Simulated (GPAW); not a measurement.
The system is KMgF3.

```
K Mg F
1.0
     3.98590    0.00000    0.00000
     0.00000    3.98590    0.00000
     0.00000    0.00000    3.98590
K Mg F
1 1 3
Direct
  0.50000 0.50000 0.50000
  0.00000 0.00000 0.00000
  0.00000 0.00000 0.50000
  0.00000 0.50000 0.00000
  0.50000 0.00000 0.00000
```

Base run:

```yaml
Program: GPAW 26.7.0
Functional: PBE
Potentials_or_basis: GPAW PAW data sets (gpaw-data 1.2.1)
Cutoff: 800 eV
Basis: pw
k_mesh: 7 × 7 × 7
Occupations: fermi-dirac, width 0.05 eV
Spin: no spin polarisation
```

Its results: band gap on the k mesh 7.36 eV, indirect (least direct gap 7.65 eV); pressure 2.4 GPa.

Q: After a change of settings the same cell gave: band gap on the k mesh 7.17 eV, indirect (least direct gap 7.46 eV); pressure -0.9 GPa. Which change was it?
A. functional from PBE to r2SCAN
B. functional from PBE to LDA; potentials or basis from GPAW PAW data sets (gpaw-data 1.2.1) to the program's PAW data sets (release 1.2.1) made for this functional
C. functional from PBE to PBEsol; potentials or basis from GPAW PAW data sets (gpaw-data 1.2.1) to PAW data sets generated in the run's folder for this functional

A: C.

Caveats: an odd mesh through Γ misses points on the zone boundary, where band edges often lie (some runs).
